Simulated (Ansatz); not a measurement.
CuI (Marshite):

```xyz
2
Lattice="0.0000 3.0315 3.0315 3.0315 0.0000 3.0315 3.0315 3.0315 0.0000" Properties=species:S:1:pos:R:3 pbc="T T T"
I     0.0000    0.0000    0.0000
Cu    4.5473    4.5473    4.5473
```

Base run:

| Item | Value |
| --- | --- |
| Program | Ansatz 0.2.0 |
| Functional | rPW86-PBE |
| Potentials or basis | Ansatz PAW |
| Cutoff | 420 eV (not typed: the program's choice for these potentials) |
| k mesh | 8 × 8 × 8 |
| Occupations | methfessel-paxton, width 0.05 eV |
| Spin | spin-orbit coupling, no magnetisation |

Its results: band gap on the k mesh 0.88 eV, direct; pressure 2.7 GPa.

Task: The run is repeated on the same cell with these changes: occupations from methfessel-paxton, width 0.05 eV to fermi-dirac, width 0.05 eV; spin from spin-orbit coupling, no magnetisation to no spin polarisation; potential files from those of the base run to others of the same set. What comes out?

Result: Band gap on the k mesh 1.04 eV, direct; pressure 2.7 GPa.

Caveats: the PAW data sets come from PBE, with cores solved anew for the run's functional, which leaves a small shift of forces and pressure; spin-orbit coupling is left out, which moves the levels of the heavy elements (some runs).
